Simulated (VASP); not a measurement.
Runs of VASP 6.6.1 on TePb. Symmetry: Fm-3m, No. 225, cubic system. The conventional cell has a = 6.462 Å, b = 6.462 Å, c = 6.462 Å, α = 90.00°, β = 90.00°, γ = 90.00°. Pb (site symmetry m-3m) has 6 Te at 3.23 Å as nearest neighbours. Around Te (site symmetry m-3m) lie 6 Pb at 3.23 Å. 

```tsv
task	level	potentials or basis	spin	cell	k mesh	cutoff (eV)	grid for exact exchange (PRECFOCK)	exchange at q = 0	mesh quality	pressure (GPa)	relaxed volume (Å³/atom)
relaxation of cell and atoms	B3LYP	VASP PAW PBE potentials, release 64 (Pb_d, Te)	off	relaxed	4 × 4 × 4	600	Fast	truncated	coarse	0.0	36.95
band structure	LAK	VASP PAW PBE potentials, release 64 (Pb_d, Te)	off	as given	7 × 7 × 7	520	-	-	not flagged	5.1	-
relaxation of cell and atoms	PBEsol	VASP PAW PBE potentials, release 64 (Pb_d, Te)	off	relaxed	7 × 7 × 7	600	-	-	not flagged	0.0	(a)
relaxation of cell and atoms	LAK	VASP PAW PBE potentials, release 64 (Pb_d, Te)	off	relaxed	7 × 7 × 7	600	-	-	not flagged	0.0	37.78
```

Alike in all rows: smearing fermi-dirac 0.05 eV.

**Question.** Estimate the missing entries.

**Answer.** (a) 33.42.

Caveats: some runs use coarse meshes; the PAW data sets were made with another functional, which shifts forces and pressure a little; the volume moved by +12 % from the deposited cell, more than functionals usually miss (some runs).
